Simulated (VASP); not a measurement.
Computed with PBE GGA, VASP's PBE PAW potentials (set 64) (plane waves; VASP 6.6.1).

A VASP calculation is set up with these files.

### INCAR
```
SYSTEM = ZnTe
PREC = Accurate
ENCUT = 520
EDIFF = 1E-6
NELM = 100
ALGO = Normal
LREAL = .FALSE.
LASPH = .TRUE.
ISMEAR = 0
SIGMA = 0.05
GGA = PE
LMAXMIX = 4
LWAVE = .FALSE.
LCHARG = .FALSE.
ISIF = 2
```

### KPOINTS
```
K-points
0
G
6 6 6
```

POSCAR:
```
ZnTe
1
    0.0000000000     3.0500000000     3.0500000000
    3.0500000000     0.0000000000     3.0500000000
    3.0500000000     3.0500000000     0.0000000000
Zn Te
1 1
Direct
  0.0000000000   0.0000000000   0.0000000000
  0.2500000000   0.2500000000   0.2500000000
```

POTCAR, in this order: Zn Te (PBE.64 set). Program: vasp_std.

The resulting files:

**OUTCAR**
```
 ion  position               nearest neighbor table
   1  0.000  0.000  0.000-   2 2.64   2 2.64   2 2.64   2 2.64
   2  0.250  0.250  0.250-   1 2.64   1 2.64   1 2.64   1 2.64
  LATTYP: Found a face centered cubic cell.
 ALAT       =     6.1000000000
 Subroutine PRICEL returns:
 Original cell was already a primitive cell.
 Subroutine GETGRP returns: Found 24 space group operations
The static configuration has the point symmetry T_d .
The dynamic configuration has the point symmetry T_d .
 Subroutine INISYM returns: Found 24 space group operations
 Subroutine IBZKPT returns following result:
 Found     16 irreducible k-points:

 Following reciprocal coordinates:
            Coordinates               Weight
  0.000000  0.000000  0.000000      1.000000
  0.166667  0.000000  0.000000      8.000000
  0.333333  0.000000  0.000000      8.000000
  0.500000  0.000000  0.000000      4.000000
  0.166667  0.166667  0.000000      6.000000
  0.333333  0.166667  0.000000     24.000000
  0.500000  0.166667  0.000000     24.000000
 -0.333333  0.166667  0.000000     24.000000
 -0.166667  0.166667  0.000000     12.000000
...
```

**OSZICAR**
```
       N       E                     dE             d eps       ncg     rms          rms(c)
DAV:   1     0.756188227505E+02    0.75619E+02   -0.86197E+03   416   0.147E+03
DAV:   2    -0.102913702331E+01   -0.76648E+02   -0.73940E+02   446   0.255E+02
DAV:   3    -0.528327182496E+01   -0.42541E+01   -0.42381E+01   521   0.606E+01
DAV:   4    -0.534210008875E+01   -0.58828E-01   -0.58821E-01   510   0.681E+00
DAV:   5    -0.534293060078E+01   -0.83051E-03   -0.83051E-03   529   0.676E-01    0.482E+00
DAV:   6    -0.517636805690E+01    0.16656E+00   -0.59808E-01   504   0.227E+01    0.376E+00
DAV:   7    -0.516602102258E+01    0.10347E-01   -0.11666E-01   456   0.400E+00    0.152E+00
DAV:   8    -0.516600159839E+01    0.19424E-04   -0.48378E-03   533   0.721E-01    0.389E-01
DAV:   9    -0.516623134860E+01   -0.22975E-03   -0.10557E-03   461   0.343E-01    0.130E-01
DAV:  10    -0.516625261786E+01   -0.21269E-04   -0.81441E-05   509   0.901E-02    0.949E-02
DAV:  11    -0.516630963875E+01   -0.57021E-04   -0.98366E-05   436   0.647E-02    0.468E-02
DAV:  12    -0.516631066290E+01   -0.10241E-05   -0.34496E-06   486   0.215E-02    0.174E-02
DAV:  13    -0.516631092517E+01   -0.26227E-06   -0.24315E-07   283   0.505E-03
   1 F= -.51663109E+01 E0= -.51663109E+01  d E =-.420418E-15
```

### OUTCAR
```
------------------------ aborting loop because EDIFF is reached ----------------------------------------
  FORCE on cell =-STRESS in cart. coord.  units (eV):
  Direction    XX          YY          ZZ          XY          YZ          ZX
  --------------------------------------------------------------------------------------
  Total        0.6994660      0.6994660      0.6994660      0.0000000     -0.0000000      0.0000000
  in kB       19.7491176     19.7491176     19.7491176      0.0000000     -0.0000000      0.0000000
  external PRESSURE =      19.7491176 kB  Pullay stress =       0.0000000 kB
  volume of cell :       56.75
      direct lattice vectors                 reciprocal lattice vectors
     0.000000000  3.050000000  3.050000000    -0.163934426  0.163934426  0.163934426
     3.050000000  0.000000000  3.050000000     0.163934426 -0.163934426  0.163934426
     3.050000000  3.050000000  0.000000000     0.163934426  0.163934426 -0.163934426
 POSITION                                       TOTAL-FORCE (eV/Angst)
 -----------------------------------------------------------------------------------
      0.00000      0.00000      0.00000        -0.000000      0.000000     -0.000000
      1.52500      1.52500      1.52500         0.000000     -0.000000      0.000000
 -----------------------------------------------------------------------------------
    total drift:                               -0.000000     -0.000000     -0.000000
  FREE ENERGIE OF THE ION-ELECTRON SYSTEM (eV)
  ---------------------------------------------------
  free  energy   TOTEN  =        -5.1663109252 eV

  energy  without entropy=       -5.1663109252  energy(sigma->0) =       -5.16631093
```
(Selected blocks of OUTCAR.)

The compound is ZnTe in the zinc blende structure. The cell was not relaxed at this level.
